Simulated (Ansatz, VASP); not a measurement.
## One calculation of Ge, two programs

```
Ge
1.0
     3.41142   -3.69005    0.00000
     3.41142    3.69005    0.00000
     0.00000    0.00000    3.63110
Ge
4
Cartesian
  2.1546 -1.0081 0.9078
  4.6682 1.0081 2.7233
  4.6682 -1.0081 0.9078
  2.1546 1.0081 2.7233
```

Alike in both runs: functional PBE; k mesh 4 × 4 × 4; occupations gaussian, width 0.1 eV; no spin polarisation.

Ansatz relaxed the structure, and its values are those at the end. VASP's run is a single point on that final structure, the one shown.

|  | VASP | Ansatz |
| --- | --- | --- |
| version | VASP 6.6.1 | Ansatz 0.2.0 |
| potentials or method | VASP PAW PBE potentials, release 64 (Ge_d) | scalar-relativistic, plane waves, PAW |
| plane-wave cutoff (eV) | 520 | 420 |
| valence electrons in the cell | 56 | 56 |

|  | VASP | Ansatz | Ansatz less VASP |
| --- | --- | --- | --- |
| gap on the k mesh at the Fermi level (eV) | none | none | - |
| pressure (GPa) | 0.0 | 0.0 | 0.00 |

A gap of «none» marks a metal or a gap that the smearing closes. With one functional, cell and mesh, what is left measures potentials, basis and numerics.

Caveats: the k mesh is coarse (spacing up to 0.43 Å⁻¹), so the values aren't converged.
